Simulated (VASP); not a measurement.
# MnO (Manganosite) (Fm-3m) in VASP: relaxation of cell and atoms with r2SCAN

Aim: the relaxation of cell and atoms of MnO (Manganosite) with r2SCAN.

Program: VASP 6.6.1. These are calculated values, not measurements. Logs are shortened: lines on timing, memory, paths and dates and some standing lists are left out, and cuts for length are marked.

### Step 1. The crystal as given

It takes space group Fm-3m (No. 225, cubic). Conventional cell: a = 4.449 Å, b = 4.449 Å, c = 4.449 Å, α = 90.00°, β = 90.00°, γ = 90.00°. Around Mn (site symmetry m-3m) lie 6 O at 2.22 Å. O (site symmetry m-3m) has 6 Mn at 2.22 Å as nearest neighbours.

### Step 2. Relaxation of cell and atoms, r2SCAN, collinear spin, ferromagnetic start

The input, INCAR:

```
SYSTEM = MnO
PREC = Accurate
ENCUT = 600
EDIFF = 1E-7
ISMEAR = 0
SIGMA = 0.03
LREAL = .False.
LASPH = .True.
NELM = 150
ALGO = Normal
ISIF = 3
LWAVE = .False.
LCHARG = .False.
ISPIN = 2
MAGMOM = 5 0
LORBIT = 11
LMAXMIX = 4
METAGGA = R2SCAN
LMIXTAU = .True.
IBRION = 2
NSW = 90
EDIFFG = -0.005
AMIX = 0.2
BMIX = 1E-4
AMIX_MAG = 0.8
BMIX_MAG = 1E-4
```

The input, KPOINTS:

```
regular mesh
0
Gamma
  14 14 14
  0 0 0
```

The input, POSCAR:

```
MnO                                     
1.0
    0.0000000000      2.2246993692      2.2246993692
    2.2246993692      0.0000000000      2.2246993692
    2.2246993692      2.2246993692     -0.0000000000
  Mn              O             
     1     1
Direct
     0.0000000000000000    0.0000000000000000    0.0000000000000000
     0.5000000000000000    0.5000000000000000    0.5000000000000000
```

Potentials or basis: VASP PAW PBE potentials, release 64 (Mn_pv, O).

The run is started by

```
cat potpaw_PBE.64/Mn_pv/POTCAR potpaw_PBE.64/O/POTCAR > POTCAR
mpirun -np 1 vasp_std > vasp.out
```

OUTCAR:

```text
SYSTEM = MnO
   PREC = Accurate
   ENCUT = 600
   EDIFF = 1E-7
   ISMEAR = 0
   LREAL = .False.
   LASPH = .True.
   NELM = 150
   ISIF = 3
   ISPIN = 2
   LORBIT = 11
   METAGGA = R2SCAN
   IBRION = 2
   NSW = 90
   EDIFFG = -0.005
   AMIX = 0.2
   AMIX_MAG = 0.8

 ion  position               nearest neighbor table
   1  0.000  0.000  0.000-   2 2.22   2 2.22   2 2.22   2 2.22   2 2.22   2 2.22
   2  0.500  0.500  0.500-   1 2.22   1 2.22   1 2.22   1 2.22   1 2.22   1 2.22

  LATTYP: Found a face centered cubic cell.
 ALAT       =     4.4493987384

  Lattice vectors:

 A1 = (   0.0000000000,   2.2246993692,   2.2246993692)
 A2 = (   2.2246993692,   0.0000000000,   2.2246993692)
 A3 = (   2.2246993692,   2.2246993692,   0.0000000000)

Analysis of symmetry for initial positions (statically):
=====================================================================
 Subroutine PRICEL returns:
 Original cell was already a primitive cell.

 Routine SETGRP: Setting up the symmetry group for a
 face centered cubic supercell.

 Subroutine GETGRP returns: Found 48 space group operations
 (whereof 48 operations were pure point group operations)
 out of a pool of 48 trial point group operations.

The static configuration has the point symmetry O_h .

Analysis of symmetry for dynamics (positions and initial velocities):
=====================================================================
 Subroutine PRICEL returns:
 Original cell was already a primitive cell.

 Routine SETGRP: Setting up the symmetry group for a
 face centered cubic supercell.

 Subroutine GETGRP returns: Found 48 space group operations
 (whereof 48 operations were pure point group operations)
 out of a pool of 48 trial point group operations.

The dynamic configuration has the point symmetry O_h .

Analysis of structural, dynamic, and magnetic symmetry:
=====================================================================
 Subroutine PRICEL returns:
 Original cell was already a primitive cell.

 Routine SETGRP: Setting up the symmetry group for a
 face centered cubic supercell.

 Subroutine GETGRP returns: Found 48 space group operations
 (whereof 48 operations were pure point group operations)
 out of a pool of 48 trial point group operations.

The overall configuration has the point symmetry O_h .

 Subroutine INISYM returns: Found 48 space group operations
 (whereof 48 operations are pure point group operations),
 and found     1 'primitive' translations

----------------------------------------------------------------------------------------

                                     Primitive cell

  volume of cell :      22.0214

  direct lattice vectors                    reciprocal lattice vectors
     0.000000000  2.224699369  2.224699369    -0.224749468  0.224749468  0.224749468
     2.224699369  0.000000000  2.224699369     0.224749468 -0.224749468  0.224749468
     2.224699369  2.224699369  0.000000000     0.224749468  0.224749468 -0.224749468

  length of vectors
     3.146200020  3.146200020  3.146200020     0.389277498  0.389277498  0.389277498

  position of ions in fractional coordinates (direct lattice)
     0.000000000  0.000000000  0.000000000
     0.500000000  0.500000000  0.500000000

  ion indices of the primitive-cell ions
   primitive index   ion index
                 1           1
                 2           2

----------------------------------------------------------------------------------------

 KPOINTS: regular mesh

Automatic generation of k-mesh.
 Grid dimensions read from file:
 generate k-points for:   14   14   14

 Generating k-lattice:

  Cartesian coordinates                     Fractional coordinates (reciprocal lattice)
    -0.016053533  0.016053533  0.016053533     0.071428571  0.000000000  0.000000000
     0.016053533 -0.016053533  0.016053533     0.000000000  0.071428571  0.000000000
     0.016053533  0.016053533 -0.016053533     0.000000000  0.000000000  0.071428571

  Length of vectors
     0.027805536  0.027805536  0.027805536

  Shift w.r.t. Gamma in fractional coordinates (k-lattice)
     0.000000000  0.000000000  0.000000000

 Subroutine IBZKPT returns following result:
 ===========================================

 Found    104 irreducible k-points:

 Following reciprocal coordinates:
            Coordinates               Weight
  0.000000  0.000000  0.000000      1.000000
  0.071429  0.000000  0.000000      8.000000
  0.142857  0.000000  0.000000      8.000000
  0.214286  0.000000  0.000000      8.000000
  0.285714  0.000000  0.000000      8.000000
  0.357143  0.000000  0.000000      8.000000
[... 16 lines left out ...]
  0.214286  0.142857  0.000000     24.000000
  0.285714  0.142857  0.000000     24.000000
 [... further k-points ...]
   k-points           NKPTS =    104   k-points in BZ     NKDIM =    104   number of bands    NBANDS=     16
   number of dos      NEDOS =    301   number of ions     NIONS =      2
   total plane-waves  NPLWV =  21952
   dimension x,y,z NGX =    28 NGY =   28 NGZ =   28
   dimension x,y,z NGXF=    56 NGYF=   56 NGZF=   56
   ions per type =               1   1
   NGX,Y,Z   is equivalent  to a cutoff of  14.80, 14.80, 14.80 a.u.
   NGXF,Y,Z  is equivalent  to a cutoff of  29.59, 29.59, 29.59 a.u.
 SYSTEM =  MnO
   PREC   = accura    normal or accurate (medium, high low for compatibility)
   ISTART =      0    job   : 0-new  1-cont  2-samecut
   ICHARG =      2    charge: 1-file 2-atom 10-const
   ISPIN  =      2    spin polarized calculation?
   LNONCOLLINEAR =      F non collinear calculations
   LSORBIT =      F    spin-orbit coupling
   LASPH  =      T    aspherical Exc in radial PAW
   ENCUT  =  600.0 eV  44.10 Ry    6.64 a.u.   6.28  6.28  6.28*2*pi/ulx,y,z
   NELM   =    150;   NELMIN=  2; NELMDL= -5     # of ELM steps
   EDIFF  = 0.1E-06   stopping-criterion for ELM
   LREAL  =      F    real-space projection
   EDIFFG = -.5E-02   stopping-criterion for IOM
   NSW    =     90    number of steps for IOM
   IBRION =      2    ionic relax: 0-MD 1-quasi-New 2-CG
   NFREE  =      1    steps in history (QN), initial steepest desc. (CG)
   ISIF   =      3    stress and relaxation
   ISYM   =      2    0-nonsym 1-usesym 2-fastsym
   POTIM  = 0.5000    time-step for ionic-motion
   TEBEG  =    0.0;   TEEND  =   0.0 temperature during run
   PSTRESS=    0.0 pullay stress
   NELECT =      19.0000    total number of electrons
   NUPDOWN=      -1.0000    fix difference up-down
   EMIN   =  10.00;   EMAX   =-10.00  energy-range for DOS
   EFERMI =   0.00;   METHOD = LEGACY
   ISMEAR =     0;   SIGMA  =   0.03  broadening in eV -4-tet -1-fermi 0-gaus
   EFERMI_NEDOS =   21; number of points for ismear=-14 and -15
   IALGO  =     38    algorithm
   IMIX   =      4    mixing-type and parameters
     AMIX     =   0.20;   BMIX     =  0.00
     AMIX_MAG =   0.80;   BMIX_MAG =  0.00
  volume/ion in A,a.u.               =      11.01        74.30
  Fermi-wavevector in a.u.,A,eV,Ry     =   1.558516  2.945169 33.048188  2.428973
  Thomas-Fermi vector in A             =   2.662009
   LORBIT       =     11    0 simple, 1 ext, 2 COOP (PROOUT), +10 PAW based schemes
   METAGGA = R2SCAN    functional components
   LHFCALC =     F    Hartree Fock is set to
   AEXX    =    0.0000 exact exchange contribution
   IVDW    =     0    specifies the selected vdW correction
   LEPSILON=     F    determine dielectric tensor
   LRPA    =     F    only Hartree local field effects (RPA)
 conjugate gradient relaxation of ions
 spin polarized calculation
 Gauss-broadening in eV      SIGMA  =   0.03
  energy-cutoff  :      600.00
  volume of cell :       22.02
 maximum number of plane-waves:       754
 NGX is ok and might be reduce to    28
   NGX = 13   NGY = 13   NGZ = 13

 number of electron      18.9999997 magnetization       5.0000017

 Free energy of the ion-electron system (eV)
  ---------------------------------------------------
  ext. energy  EPLUGINS =         0.00000000
  ---------------------------------------------------
  free energy    TOTEN  =       -24.48948868 eV

  energy without entropy =      -24.48947218  energy(sigma->0) =      -24.48948043

 E-fermi :   7.3086     XC(G=0): -12.5183

 val. band max:        7.2780066524   @ k =   0.5000   0.0000   0.0000
 cond. band min:       7.4653070389   @ k =   0.5000   0.5000   0.0000
 fundamental gap:      0.1873003865
 Fermi energy:         7.3085599247

 spin component 1

 k-point     1 :       0.0000    0.0000    0.0000
  band No.  band energies     occupation
      1     -45.2771      1.00000
      2     -45.2771      1.00000
      3     -45.2769      1.00000
      4     -13.9304      1.00000
      5       3.4769      1.00000
      6       3.4769      1.00000
[... 8 lines left out ...]
     15      24.3056      0.00000
     16      24.3056      0.00000
[... 419 lines left out ...]
 k-point    24 :       0.2857    0.1429    0.0000
  band No.  band energies     occupation
      1     -45.3062      1.00000
      2     -45.2851      1.00000
      3     -45.2843      1.00000
      4     -13.4394      1.00000
      5       0.4373      1.00000
      6       1.8454      1.00000
[... 8 lines left out ...]
     15      20.3317      0.00000
     16      21.7595      0.00000

 [... further k-points ...]

 spin component 2

 k-point     1 :       0.0000    0.0000    0.0000
  band No.  band energies     occupation
      1     -38.8967      1.00000
      2     -38.8967      1.00000
      3     -38.8964      1.00000
      4     -13.4049      1.00000
      5       4.0441      1.00000
      6       4.0441      1.00000
[... 8 lines left out ...]
     15      26.1114      0.00000
     16      26.1114      0.00000
[... 419 lines left out ...]
 k-point    24 :       0.2857    0.1429    0.0000
  band No.  band energies     occupation
      1     -38.9381      1.00000
      2     -38.9074      1.00000
      3     -38.9061      1.00000
      4     -12.8975      1.00000
      5       1.5491      1.00000
      6       3.1426      1.00000
[... 8 lines left out ...]
     15      22.5766      0.00000
     16      23.6699      0.00000

 [... further k-points ...]

------------------------ aborting loop because EDIFF is reached ----------------------------------------

  FORCE on cell =-STRESS in cart. coord.  units (eV):
  Direction    XX          YY          ZZ          XY          YZ          ZX
  --------------------------------------------------------------------------------------
  -------------------------------------------------------------------------------------
  Total       -0.0043849     -0.0043849     -0.0043849     -0.0000000      0.0000000      0.0000000
  in kB       -0.3190245     -0.3190245     -0.3190245     -0.0000000      0.0000000      0.0000000
  external PRESSURE =      -0.3190245 kB  Pullay stress =       0.0000000 kB

 VOLUME and BASIS-vectors are now :
 -----------------------------------------------------------------------------
  energy-cutoff  :      600.00
  volume of cell :       22.02
      direct lattice vectors                 reciprocal lattice vectors
     0.000000000  2.224699369  2.224699369    -0.224749468  0.224749468  0.224749468
     2.224699369  0.000000000  2.224699369     0.224749468 -0.224749468  0.224749468
     2.224699369  2.224699369  0.000000000     0.224749468  0.224749468 -0.224749468

 POSITION                                       TOTAL-FORCE (eV/Angst)
 -----------------------------------------------------------------------------------
      0.00000      0.00000      0.00000         0.000000      0.000000      0.000000
      2.22470      2.22470      2.22470        -0.000000     -0.000000     -0.000000
 -----------------------------------------------------------------------------------
    total drift:                                0.000000      0.000000      0.000000

  FREE ENERGIE OF THE ION-ELECTRON SYSTEM (eV)
  ---------------------------------------------------
  free  energy   TOTEN  =       -24.4894886838 eV

  energy  without entropy=      -24.4894721782  energy(sigma->0) =      -24.48948043

 reached required accuracy - stopping structural energy minimisation

 total charge

# of ion       s       p       d       tot
------------------------------------------
    1        0.207   6.171   4.961  11.339
    2        1.555   3.472   0.000   5.027
--------------------------------------------------
tot          1.762   9.642   4.961  16.366

 magnetization (x)

# of ion       s       p       d       tot
------------------------------------------
    1        0.028   0.022   4.494   4.545
    2        0.032   0.201   0.000   0.232
--------------------------------------------------
tot          0.060   0.223   4.494   4.777
```

Run time: 3.8 min. Hardware: 1 thread of Intel Xeon 6975P-C (Granite Rapids), shared host; peak memory 0.23 GiB.

Results:

| Property | Result |
| --- | --- |
| Free energy | -24.4895 eV |
| Pressure after relaxing | 0.0 GPa |
| Band gap on the k mesh | none (metal or under the smearing width) |
| Net moment | 5.00 μB per cell |
| Site moments | Mn +4.54; O +0.23 μB |
| Valence electrons inside the program's atomic spheres | Mn 11.34; O 5.03 |

Final structure:
```yaml
crystal:
  lattice:
    - [0.00000, 2.22470, 2.22470]
    - [2.22470, 0.00000, 2.22470]
    - [2.22470, 2.22470, 0.00000]
  atoms:
    - { symbol: Mn, position: [0.00000, 0.00000, 0.00000] }
    - { symbol: O, position: [0.50000, 0.50000, 0.50000] }
```

Caveat: the relaxation stopped at its first step, so nothing moved; the PAW data sets were made with another functional, which shifts forces and pressure a little; a cell with one magnetic atom can't hold antiferromagnetic order, which such compounds often take; semilocal functionals often make such compounds metallic where correlation or magnetic order opens a gap, which also shifts bond lengths.
